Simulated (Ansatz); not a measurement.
**A strain series on HfO2 (Pca2_1): isotropic on every length**

HfO2 (Pca2_1) from a database of computed structures, relaxed with r2SCAN in the PAW code Ansatz, then strained (isotropic on every length; changes of length per length, axes as in the cell below) with the atoms relaxed again within the symmetry that is left. It is orthorhombic, Pca2_1 (No. 29); a = 5.247 Å, b = 5.030 Å, c = 5.059 Å in the conventional setting, 11.13 Å³ an atom. Hf is surrounded by 7 O at 2.03–2.24 Å; O is surrounded by 3 Hf at 2.03–2.14 Å; O is surrounded by 4 Hf at 2.12–2.24 Å. No spin polarisation and no zero-point or thermal motion.

```xyz
12
Lattice="5.2465 0.0000 0.0000 0.0000 5.0304 0.0000 0.0000 0.0000 5.0593" Properties=species:S:1:pos:R:3 pbc="T T T"
Hf    0.1706    1.3432    1.2197
Hf    2.4527    1.3432    3.7494
Hf    2.7938    3.6872    1.2197
Hf    5.0759    3.6872    3.7494
O     1.9257    0.3522    1.9264
O     0.6976    0.3522    4.4561
O     3.8414    2.3195    2.4848
O     4.0284    2.3195    5.0145
O     1.4052    2.7109    5.0145
O     1.2181    2.7109    2.4848
O     4.5489    4.6782    1.9264
O     3.3209    4.6782    4.4561
```

Gaps are the least over each mesh (PBE 6×6×6, r2SCAN 6×6×6, HSE06 4×4×4 when unstrained) and the special points, which keep their unstrained names; stress is the change from the unstrained cell, compression positive.

| strain (%) | gap, PBE (eV) | gap, r2SCAN (eV) | gap, HSE06 (eV) | edges, HSE06 | mean stress, r2SCAN (GPa) | energy rise, r2SCAN (meV/atom) |
| --- | --- | --- | --- | --- | --- | --- |
| -3.0 | 4.692 | 5.239 | 6.389 | Γ → Y | +24.32 | 69.2 |
| -2.0 | 4.629 | 5.163 | 6.294 | Γ → (0.229, -1/2, 0.344) | +15.39 | 30.0 |
| -1.0 | 4.511 | 5.040 | 6.179 | Γ–Y (0.08) → (1/4, -1/2, 0.349) | +7.22 | 7.3 |
| 0.0 | 4.425 | 4.943 | 6.083 | Γ → (0.266, -1/2, 0.354) | 0.00 | 0.0 |
| +1.0 | 4.386 | 4.897 | 6.040 | Γ → (0.276, -1/2, 0.370) | -6.07 | 6.6 |
| +2.0 | 4.430 | 4.936 | 6.085 | Γ → (0.276, -1/2, 0.396) | -10.34 | 24.7 |
| +3.0 | 4.679 | 5.228 | 6.371 | Γ–Z (0.18) → Γ–Z (0.76) | -2.57 | 37.3 |

Between zero and the nearest strains the slope of the HSE06 gap against strain is -0.095 eV per percent for negative and -0.044 for positive strain.

No spin-orbit coupling is included; it can move band edges with weight on the heavy atoms by tenths of an eV.

Where an edge lies off the special points, it is a point of the mesh or the k point where a search put PBE's edge or least direct gap, reused for the other functionals, whose own edges may lie a little apart.

Coordinates of k points refer to the reciprocal vectors of the primitive cell of the runs.

The meshes of the hybrids are coarse, so their gaps aren't converged to the digits shown.
